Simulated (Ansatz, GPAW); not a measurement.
Given: the input of a run of GPAW 26.7.0 (ASE script) on W (Tungsten). 

The input run.py:

```python
from ase.dft.bandgap import bandgap
from ase.io import read, write
from ase.units import GPa
from gpaw import GPAW, PW

atoms = read('W.xyz')

calc = GPAW(mode=PW(600),
            xc='PBE',
            kpts={'size': (12, 12, 12), 'gamma': True},
            occupations={'name': 'methfessel-paxton', 'order': 0, 'width': 0.019000000000000003},
            nbands=16,
            convergence={'density': 1e-05, 'energy': 1e-05},
            maxiter=150,
            txt='gpaw.txt')
atoms.calc = calc
energy = atoms.get_potential_energy()
forces = atoms.get_forces()
stress = atoms.get_stress()
calc.write('gs.gpw')
write('result.traj', atoms)
print(f'Energy: {energy:.6f} eV')
print('Forces (eV/A):')
print(forces.round(4))
print('Stress (GPa):', (stress / GPa).round(3))
print('Fermi level:', round(calc.get_fermi_level(), 4), 'eV')
print(f'Gap: {bandgap(calc)[0]:.4f} eV, direct: {bandgap(calc, direct=True)[0]:.4f} eV')
```

File W.xyz:

```xyz
1
Lattice="-1.5823450000 1.5823450000 1.5823450000 1.5823450000 -1.5823450000 1.5823450000 1.5823450000 1.5823450000 -1.5823450000" Properties=species:S:1:pos:R:3 pbc="T T T"
W      0.0000000000      0.0000000000      0.0000000000
```

Potentials or basis: GPAW PAW data sets (gpaw-data 1.2.1), pw.

The run is started by

```sh
$ OMP_NUM_THREADS=1 python run.py
```

Q: What does the same run look like in Ansatz 0.2.0? Potentials or basis there: all-electron LAPW, scalar-relativistic.

A: As run (cutoffs and basis follow the program's own potentials, and thresholds, step limits or extra output files can differ):

input.yaml

```yaml
crystal:
  lattice:
    - [-1.582345, 1.582345, 1.582345]
    - [1.582345, -1.582345, 1.582345]
    - [1.582345, 1.582345, -1.582345]
  atoms:
    - { symbol: W, position: [0.0, 0.0, 0.0] }
kpoints:
  mp_grid: { grid: [12, 12, 12] }
scf:
  occupations: { method: gaussian, width: 0.019 }
hamiltonian:
  xc: pbe
  pseudopotentials: { kind: all_electron, lapw: { basis_error: 0.001 } }
output:
  forces: true
  stress: true
  eigenvalues: true
```

Potentials or basis: all-electron LAPW, scalar-relativistic.

Launch:

```sh
$ ansatz run input.yaml --threads 1 --pin off --max-ram 3072MiB --backend cpu --events-out ev --progress --plain --runs-dir out
```

Both were run:

|  | GPAW | Ansatz |
| --- | --- | --- |
| Pressure | 5.8 GPa | 6.1 GPa |

Where Ansatz's input types no cutoff or centring, it takes its own default and a Γ-centred mesh.

Pressure is positive in compression.
